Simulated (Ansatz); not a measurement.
Data:

```
Ti3SiC2
1.0
    3.03630     0.00000     0.00000
    1.51815     2.62952     0.00000
    0.00000     0.00000    17.77746
Ti Si C
6 2 4
Direct
  0.00000   0.00000   0.00000
  0.00000   0.00000   0.50000
  0.33333   0.33333   0.13518
  0.66667   0.66667   0.63518
  0.66667   0.66667   0.86482
  0.33333   0.33333   0.36482
  0.00000   0.00000   0.25000
  0.00000   0.00000   0.75000
  0.33333   0.33333   0.57232
  0.66667   0.66667   0.07232
  0.66667   0.66667   0.42768
  0.33333   0.33333   0.92768
```

No spin polarisation.

Computed with Ansatz (a quantum-chemistry and plane-wave program), r2SCAN, PAW, cutoff 500 eV, no spin-orbit coupling. k-mesh 14×14×3 (Γ-centred); smearing 0.05 eV (Fermi–Dirac).

Q: Predict the space group, pressure and band gap.

A: 
* **Space group**: P6_3/mmc (No. 194)
* **Pressure (mean of the normal stresses, compression positive)**: 2.9 GPa
* **Band gap**: zero

The cells carry an imposed strain or load. Stability against distortions was not tested. The final runs are not spin-polarised. The cell was made from Ti3SiC2 (space group P6_3/mmc, No. 194) by this change: biaxial strain −1.01 %, plane normal [001], relaxed out of plane.
